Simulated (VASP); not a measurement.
# Lattice of SiC (Moissanite 3C), functional by functional

How much does the relaxed cell of SiC (Moissanite 3C) depend on the functional? The starting structure is a measured crystal structure from the Crystallography Open Database. The first relaxation on each setting starts from this cell expanded by 3 % in volume.

Calculated with VASP 6.6.1; Kohn-Sham DFT with plane waves and PAW; PBEsol, LDA, PBE, PBEsol + D3(BJ), r2SCAN, r2SCAN + rVV10, vdW-DF-cx and AM05.

## Step 1: The structure

Symmetry: F-43m, No. 216, cubic system. Conventional cell: a = 4.358 Å, b = 4.358 Å, c = 4.358 Å, α = 90.00°, β = 90.00°, γ = 90.00°. Nearest to Si lie 4 C at 1.89 Å. C has 4 Si at 1.89 Å nearest. Farther neighbours are not listed.

As a file:

```cif
data_structure
_symmetry_space_group_name_H-M 'P 1'
_symmetry_Int_Tables_number 1
_cell_length_a 3.0816
_cell_length_b 3.0816
_cell_length_c 3.0816
_cell_angle_alpha 60.000
_cell_angle_beta 60.000
_cell_angle_gamma 60.000
_cell_volume 20.69
loop_
_atom_site_label
_atom_site_type_symbol
_atom_site_fract_x
_atom_site_fract_y
_atom_site_fract_z
_atom_site_occupancy
Si1 Si 0.00000 0.00000 0.00000 1
C2 C 0.75000 0.75000 0.75000 1
```

## Step 2: Relaxation with PBEsol

PBEsol restores the gradient expansion of exchange and is tuned for the cells of solids.

File INCAR:

```
SYSTEM = SiC
PREC = Accurate
ENCUT = 520
EDIFF = 1E-06
NELM = 100
ISMEAR = 0
SIGMA = 0.03
LREAL = .FALSE.
ALGO = Normal
GGA = PS
NBANDS = 10
LORBIT = 11
LWAVE = .FALSE.
LCHARG = .FALSE.
KPAR = 4
IBRION = 2
NSW = 50
ISIF = 3
EDIFFG = -0.006
```

File POSCAR:

```
SiC
1.0
    0.0000000000      2.2005756606      2.2005756606
    2.2005756606      0.0000000000      2.2005756606
    2.2005756606      2.2005756606      0.0000000000
Si C
1 1
Direct
    0.0000000000      0.0000000000      0.0000000000
    0.7500000000      0.7500000000      0.7500000000
```

File KPOINTS:

```
Automatic mesh
0
Gamma
8 8 8
0 0 0
```

The projector-augmented-wave data sets are Si and C (PBE family, release 64).

Command:

```
$ mpirun -np 4 vasp_std
```

What it wrote:

```text
[banner, memory and clock lines left out]
running    4 mpi-ranks, on    1 nodes
 distrk:  each k-point on    1 cores,    4 groups
 distr:  one band on    1 cores,    1 groups

 POSCAR found type information on POSCAR SiC
 POSCAR found :  2 types and       2 ions
|                                                                             |
|               ----> ADVICE to this user running VASP <----                  |
|                                                                             |
|     You enforced a specific xc type in the INCAR file but a different       |
|     [... a line on the potential file left out ...]
|     I HOPE YOU KNOW WHAT YOU ARE DOING!                                     |
|                                                                             |

 LDA part: xc-table for (Slater+PW92), standard interpolation
 POSCAR, INCAR and KPOINTS ok, starting setup
 FFT: planning ... GRIDC
 FFT: planning ... GRID_SOFT
 FFT: planning ... GRID
 WAVECAR not read
 entering main loop
       N       E                     dE             d eps       ncg     rms          rms(c)
DAV:   1     0.501257679795E+01    0.50126E+01   -0.40861E+03   596   0.680E+02
DAV:   2    -0.168537050447E+02   -0.21866E+02   -0.20016E+02   750   0.113E+02
DAV:   3    -0.176162155297E+02   -0.76251E+00   -0.76138E+00   680   0.183E+01
DAV:   4    -0.176194549252E+02   -0.32394E-02   -0.32392E-02   666   0.152E+00
DAV:   5    -0.176194703247E+02   -0.15400E-04   -0.15400E-04   690   0.985E-02    0.843E+00
DAV:   6    -0.159744723109E+02    0.16450E+01   -0.62189E+00   604   0.118E+01    0.376E+00
DAV:   7    -0.159168058091E+02    0.57667E-01   -0.32558E-01   688   0.350E+00    0.171E+00
DAV:   8    -0.159025339595E+02    0.14272E-01   -0.20544E-02   614   0.980E-01    0.158E-01
DAV:   9    -0.159023660071E+02    0.16795E-03   -0.15233E-03   732   0.218E-01    0.109E-01
DAV:  10    -0.159024131606E+02   -0.47154E-04   -0.11398E-04   632   0.727E-02    0.228E-02
DAV:  11    -0.159024133799E+02   -0.21927E-06   -0.12955E-05   674   0.207E-02    0.508E-03
DAV:  12    -0.159024136048E+02   -0.22488E-06   -0.57722E-07   314   0.517E-03
   1 F= -.15902414E+02 E0= -.15902414E+02  d E =-.159024E+02
 curvature:   0.00 expect dE= 0.000E+00 dE for cont linesearch  0.000E+00
 trial: gam= 0.00000 g(F)=  0.732E-48 g(S)=  0.462E-01 ort = 0.000E+00 (trialstep = 0.100E+01)
 search vector abs. value=  0.462E-01
 bond charge predicted
       N       E                     dE             d eps       ncg     rms          rms(c)
DAV:   1    -0.159222621882E+02   -0.19849E-01   -0.91552E-01   584   0.694E+00    0.108E+00
DAV:   2    -0.159055270155E+02    0.16735E-01   -0.39280E-02   598   0.113E+00    0.535E-01
DAV:   3    -0.159019285354E+02    0.35985E-02   -0.61014E-03   620   0.473E-01    0.133E-01
DAV:   4    -0.159013777084E+02    0.55083E-03   -0.84468E-04   606   0.146E-01    0.627E-02
DAV:   5    -0.159013663084E+02    0.11400E-04   -0.29614E-05   648   0.350E-02    0.410E-02
DAV:   6    -0.159013671670E+02   -0.85862E-06   -0.22307E-06   542   0.107E-02
   2 F= -.15901367E+02 E0= -.15901367E+02  d E =0.104644E-02
 trial-energy change:    0.001046  1 .order    0.001996   -0.046222    0.050214
 step:   0.4941(harm=  0.4793)  dis= 0.00000  next Energy=   -15.913947 (dE=-0.115E-01)
 bond charge predicted
       N       E                     dE             d eps       ncg     rms          rms(c)
DAV:   1    -0.159194213136E+02   -0.18055E-01   -0.22894E-01   584   0.340E+00    0.543E-01
DAV:   2    -0.159151221230E+02    0.42992E-02   -0.10364E-02   592   0.574E-01    0.271E-01
DAV:   3    -0.159142159911E+02    0.90613E-03   -0.14665E-03   622   0.233E-01    0.726E-02
DAV:   4    -0.159140624572E+02    0.15353E-03   -0.22439E-04   604   0.743E-02    0.297E-02
DAV:   5    -0.159140577243E+02    0.47329E-05   -0.71363E-06   648   0.174E-02    0.196E-02
DAV:   6    -0.159140563467E+02    0.13776E-05   -0.51729E-07   300   0.532E-03    0.553E-03
DAV:   7    -0.159140566168E+02   -0.27007E-06   -0.16729E-07   302   0.244E-03
   3 F= -.15914057E+02 E0= -.15914057E+02  d E =-.116430E-01
 curvature:  -0.24 expect dE=-0.135E-06 dE for cont linesearch -0.135E-06
 trial: gam=-0.00348 g(F)=  0.212E-48 g(S)=  0.564E-06 ort = 0.161E-03 (trialstep = 0.899E+00)
 search vector abs. value=  0.107E-09
 reached required accuracy - stopping structural energy minimisation
```

It took 6.6 s on 4 MPI ranks of AMD EPYC 7R43, shared host; peak memory 0.4 GiB; 24 s of CPU time.

Lines that name or quote the potential files are left out of all logs, and their timing lines are given in words.

OUTCAR, selected parts (step 2):

```text
ion  position               nearest neighbor table
   1  0.000  0.000  0.000-   2 1.91   2 1.91   2 1.91   2 1.91
   2  0.750  0.750  0.750-   1 1.91   1 1.91   1 1.91   1 1.91

  LATTYP: Found a face centered cubic cell.
 ALAT       =     4.4011513212

 Subroutine GETGRP returns: Found 24 space group operations
 (whereof 24 operations were pure point group operations)

The static configuration has the point symmetry T_d .

 Found     29 irreducible k-points:

   k-points           NKPTS =     29   k-points in BZ     NKDIM =     29   number of bands    NBANDS=     10

   dimension x,y,z NGX =    24 NGY =   24 NGZ =   24
   dimension x,y,z NGXF=    48 NGYF=   48 NGZF=   48

   ENCUT  =  520.0 eV  38.22 Ry    6.18 a.u.   5.79  5.79  5.79*2*pi/ulx,y,z

   NELECT =       8.0000    total number of electrons

 k-points in reciprocal lattice and weights: Automatic mesh
   0.00000000  0.00000000  0.00000000       0.002
   0.12500000  0.00000000  0.00000000       0.016
   0.25000000  0.00000000  0.00000000       0.016
   0.37500000  0.00000000  0.00000000       0.016
   0.50000000  0.00000000  0.00000000       0.008
   0.12500000  0.12500000  0.00000000       0.012
   0.25000000  0.12500000  0.00000000       0.047
   0.37500000  0.12500000  0.00000000       0.047
   0.50000000  0.12500000  0.00000000       0.047
[...]
-0.37500000  0.50000000  0.12500000       0.023
  -0.25000000  0.50000000  0.25000000       0.012

 average (electrostatic) potential at core
       1 -80.1270       2 -44.9650

 E-fermi :   8.1814

 k-point     1 :       0.0000    0.0000    0.0000
  band No.  band energies     occupation
      1      -7.3699      2.00000
      2       8.0481      2.00000
      3       8.0481      2.00000
      4       8.0481      2.00000
      5      14.2252      0.00000
      6      15.2839      0.00000
      7      15.2839      0.00000
      8      15.2839      0.00000
      9      22.4986      0.00000
    ...

 k-point     2 :       0.1250    0.0000    0.0000
  band No.  band energies     occupation
      1      -7.0642      2.00000
      2       6.5551      2.00000
      3       7.8456      2.00000
      4       7.8456      2.00000
      5      14.4521      0.00000
      6      15.6365      0.00000
      7      15.6365      0.00000
      8      15.8160      0.00000
      9      21.2461      0.00000
    ...

 k-point     3 :       0.2500    0.0000    0.0000
  band No.  band energies     occupation
      1      -6.1693      2.00000
      2       3.7341      2.00000
      3       7.4386      2.00000
      4       7.4386      2.00000
      5      13.9649      0.00000
      6      15.8796      0.00000
      7      15.8796      0.00000
      8      17.3160      0.00000
      9      21.0719      0.00000
    ...

  Total       -0.0027908     -0.0027908     -0.0027908      0.0000000      0.0000000      0.0000000
  in kB       -0.2159054     -0.2159054     -0.2159054      0.0000000      0.0000000      0.0000000
  external PRESSURE =      -0.2159054 kB  Pullay stress =       0.0000000 kB

  energy-cutoff  :      520.00
  volume of cell :       20.71
      direct lattice vectors                 reciprocal lattice vectors
     0.000000000  2.179615700  2.179615700    -0.229398237  0.229398237  0.229398237
     2.179615700 -0.000000000  2.179615700     0.229398237 -0.229398237  0.229398237
     2.179615700  2.179615700  0.000000000     0.229398237  0.229398237 -0.229398237

 POSITION                                       TOTAL-FORCE (eV/Angst)
 -----------------------------------------------------------------------------------
      0.00000      0.00000      0.00000        -0.000000     -0.000000      0.000000
      3.26942      3.26942      3.26942         0.000000      0.000000     -0.000000
 -----------------------------------------------------------------------------------
    total drift:                               -0.000000     -0.000000     -0.000000

  FREE ENERGIE OF THE ION-ELECTRON SYSTEM (eV)
  ---------------------------------------------------
  free  energy   TOTEN  =       -15.9140566168 eV

  energy  without entropy=      -15.9140566168  energy(sigma->0) =      -15.91405662

 reached required accuracy - stopping structural energy minimisation

 total charge
# of ion       s       p       d       tot
------------------------------------------
    1        0.708   0.973   0.000   1.681
    2        0.832   1.699   0.000   2.531
--------------------------------------------------
tot          1.540   2.671   0.000   4.212

[... 3 further parts left out ...]
```

CONTCAR:

```
SiC
   1.00000000000000
     0.0000000000000000    2.1796157001043017    2.1796157001043017
     2.1796157001043017   -0.0000000000000000    2.1796157001043017
     2.1796157001043017    2.1796157001043017    0.0000000000000000
  Si              C
     1     1
Direct
     0.0000000000000000    0.0000000000000000    0.0000000000000000
     0.7500000000000000    0.7500000000000000    0.7500000000000000
```

The PAW data sets were made with PBE, which is usual practice but a small mismatch for other functionals. The run keeps the 24 symmetry operations of its start, so it cannot find a distortion of lower symmetry.

With PBEsol the relaxed cell holds 10.355 Å³ an atom, +0.08 % against the measured cell, with a = 4.359 Å. Pressures at 0.985 and 1.015 times this volume, from two more relaxations that aren't shown, give a bulk modulus of 221.2 GPa.

## Step 3: Relaxation with LDA

LDA, the lowest rung, knows the local density alone. This run starts from the cell of an earlier relaxation, which isn't shown; the restart sets up the plane waves anew.

INCAR, as its differences from that of step 2:

```diff
@@ -9,3 +9,3 @@
 ALGO = Normal
-GGA = PS
+GGA = CA
 NBANDS = 10
```

File POSCAR:

```
SiC
1.0
    0.0000000000      2.1659606528      2.1659606528
    2.1659606528      0.0000000000      2.1659606528
    2.1659606528      2.1659606528      0.0000000000
Si C
1 1
Direct
    0.0000000000      0.0000000000      0.0000000000
    0.7500000000      0.7500000000      0.7500000000
```

KPOINTS is that of step 2.

PAW data sets: Si and C (LDA family, release 64).

Command:

```
$ mpirun -np 4 vasp_std
```

What it wrote:

```text
[banner, memory and clock lines left out]
running    4 mpi-ranks, on    1 nodes
[...]
LDA part: xc-table for (Slater(with rela. corr.)+CA(PZ))
 , standard interpolation
 POSCAR, INCAR and KPOINTS ok, starting setup
[...]
entering main loop
       N       E                     dE             d eps       ncg     rms          rms(c)
DAV:   1     0.293629514733E+01    0.29363E+01   -0.40947E+03   580   0.688E+02
DAV:   2    -0.180999983475E+02   -0.21036E+02   -0.20213E+02   774   0.115E+02
DAV:   3    -0.187295542855E+02   -0.62956E+00   -0.62880E+00   680   0.180E+01
DAV:   4    -0.187323114767E+02   -0.27572E-02   -0.27571E-02   650   0.151E+00
[...]
DAV:   9    -0.166414581548E+02    0.37128E-03   -0.18225E-03   728   0.249E-01    0.948E-02
DAV:  10    -0.166414718287E+02   -0.13674E-04   -0.11033E-04   614   0.708E-02    0.316E-02
DAV:  11    -0.166414721951E+02   -0.36643E-06   -0.30028E-06   672   0.118E-02
   1 F= -.16641472E+02 E0= -.16641472E+02  d E =-.166415E+02
[...]
reached required accuracy - stopping structural energy minimisation
```

Run time: 2.8 s. Hardware: 4 MPI ranks; peak memory 0.35 GiB; 8.3 s of CPU time.

OUTCAR, selected parts (step 3):

```text
  Total       -0.0058154     -0.0058154     -0.0058154      0.0000000      0.0000000      0.0000000
  in kB       -0.4584646     -0.4584646     -0.4584646      0.0000000      0.0000000      0.0000000
  external PRESSURE =      -0.4584646 kB  Pullay stress =       0.0000000 kB

 POSITION                                       TOTAL-FORCE (eV/Angst)
 -----------------------------------------------------------------------------------
      0.00000      0.00000      0.00000        -0.000000      0.000000     -0.000000
      3.24894      3.24894      3.24894         0.000000     -0.000000      0.000000
 -----------------------------------------------------------------------------------
    total drift:                               -0.000000     -0.000000     -0.000000

  FREE ENERGIE OF THE ION-ELECTRON SYSTEM (eV)
  ---------------------------------------------------
  free  energy   TOTEN  =       -16.6414721951 eV

  energy  without entropy=      -16.6414721951  energy(sigma->0) =      -16.64147220

[... 2 parts as in an earlier step ...]

[... 2 further parts left out ...]
[key lines of the parts left out:]
E-fermi :   8.4078
```

With LDA the relaxed cell holds 10.161 Å³ an atom, -1.78 % against the measured cell, with a = 4.332 Å. That is -1.87 % from PBEsol. Pressures at 0.985 and 1.015 times this volume, from two more relaxations that aren't shown, give a bulk modulus of 228.6 GPa.

## Step 4: Relaxation with PBE

PBE, the usual starting point, adds the gradient of the density.

INCAR, as its differences from that of step 3:

```diff
@@ -9,3 +9,3 @@
 ALGO = Normal
-GGA = CA
+GGA = PE
 NBANDS = 10
```

File POSCAR:

```
SiC
1.0
    0.0000000000      2.2005756606      2.2005756606
    2.2005756606      0.0000000000      2.2005756606
    2.2005756606      2.2005756606      0.0000000000
Si C
1 1
Direct
    0.0000000000      0.0000000000      0.0000000000
    0.7500000000      0.7500000000      0.7500000000
```

KPOINTS is that of step 3.

The projector-augmented-wave data sets are Si and C (PBE family, release 64).

Command:

```
$ mpirun -np 4 vasp_std
```

What it wrote:

```text
[banner, memory and clock lines left out]
running    4 mpi-ranks, on    1 nodes
[...]
LDA part: xc-table for (Slater+PW92), standard interpolation
 POSCAR, INCAR and KPOINTS ok, starting setup
[...]
entering main loop
       N       E                     dE             d eps       ncg     rms          rms(c)
DAV:   1     0.596147883638E+01    0.59615E+01   -0.40874E+03   596   0.680E+02
DAV:   2    -0.160583885272E+02   -0.22020E+02   -0.20143E+02   748   0.113E+02
DAV:   3    -0.168285834841E+02   -0.77019E+00   -0.76908E+00   682   0.185E+01
DAV:   4    -0.168318955763E+02   -0.33121E-02   -0.33119E-02   664   0.154E+00
[...]
DAV:  10    -0.150568530305E+02   -0.11287E-03   -0.22435E-04   630   0.989E-02    0.239E-02
DAV:  11    -0.150568552379E+02   -0.22074E-05   -0.40901E-05   660   0.349E-02    0.592E-03
DAV:  12    -0.150568556799E+02   -0.44198E-06   -0.15678E-06   382   0.860E-03
   1 F= -.15056856E+02 E0= -.15056856E+02  d E =-.150569E+02
[...]
DAV:   5    -0.150568882993E+02    0.11730E-05   -0.80969E-06   652   0.181E-02    0.204E-02
DAV:   6    -0.150568893684E+02   -0.10690E-05   -0.81320E-07   306   0.647E-03    0.493E-03
DAV:   7    -0.150568889682E+02    0.40021E-06   -0.16620E-07   294   0.262E-03
   2 F= -.15056889E+02 E0= -.15056889E+02  d E =-.332883E-04
 trial-energy change:   -0.000033  1 .order    0.000112   -0.011985    0.012209
 step:   0.5044(harm=  0.4954)  dis= 0.00000  next Energy=   -15.059897 (dE=-0.304E-02)
[...]
N       E                     dE             d eps       ncg     rms          rms(c)
DAV:   1    -0.150611751145E+02   -0.42857E-02   -0.56423E-02   582   0.169E+00    0.266E-01
DAV:   2    -0.150601681985E+02    0.10069E-02   -0.24805E-03   596   0.280E-01    0.133E-01
DAV:   3    -0.150599546339E+02    0.21356E-03   -0.33418E-04   616   0.112E-01    0.366E-02
DAV:   4    -0.150599149302E+02    0.39704E-04   -0.54178E-05   600   0.367E-02    0.157E-02
DAV:   5    -0.150599133599E+02    0.15703E-05   -0.19020E-06   430   0.893E-03    0.937E-03
DAV:   6    -0.150599126804E+02    0.67944E-06   -0.22499E-07   296   0.368E-03
   3 F= -.15059913E+02 E0= -.15059913E+02  d E =-.305700E-02
[...]
reached required accuracy - stopping structural energy minimisation
```

It took 6.4 s on 4 MPI ranks; peak memory 0.4 GiB.

Parts of OUTCAR (step 4):

```text
  Total        0.0001360      0.0001360      0.0001360     -0.0000000     -0.0000000     -0.0000000
  in kB        0.0103773      0.0103773      0.0103773     -0.0000000     -0.0000000     -0.0000000
  external PRESSURE =       0.0103773 kB  Pullay stress =       0.0000000 kB

 POSITION                                       TOTAL-FORCE (eV/Angst)
 -----------------------------------------------------------------------------------
      0.00000      0.00000      0.00000         0.000000      0.000000     -0.000000
      3.28452      3.28452      3.28452        -0.000000     -0.000000      0.000000
 -----------------------------------------------------------------------------------
    total drift:                               -0.000000     -0.000000     -0.000000

  FREE ENERGIE OF THE ION-ELECTRON SYSTEM (eV)
  ---------------------------------------------------
  free  energy   TOTEN  =       -15.0599126804 eV

  energy  without entropy=      -15.0599126804  energy(sigma->0) =      -15.05991268

[... 2 parts as in an earlier step ...]

[... 2 further parts left out ...]
[key lines of the parts left out:]
E-fermi :   8.1002
```

With PBE the relaxed cell holds 10.499 Å³ an atom, +1.48 % against the measured cell, with a = 4.379 Å. That is +1.39 % from PBEsol. Pressures at 0.985 and 1.015 times this volume, from two more relaxations that aren't shown, give a bulk modulus of 212.6 GPa.

[end of part 1 of 2]

[Lines on the potential files, build, host, timing and source positions are cut from VASP's logs without a mark.]

[Logs are printed without paths, hosts, clocks, repeated set-up lines and the standing remarks that a program may print on its own settings, such as how far it seeks lower states.]

[Hosts, paths, dates, database ids (printed as entryN), source tags and the programs' standing remarks are cut or masked in the printed files.]
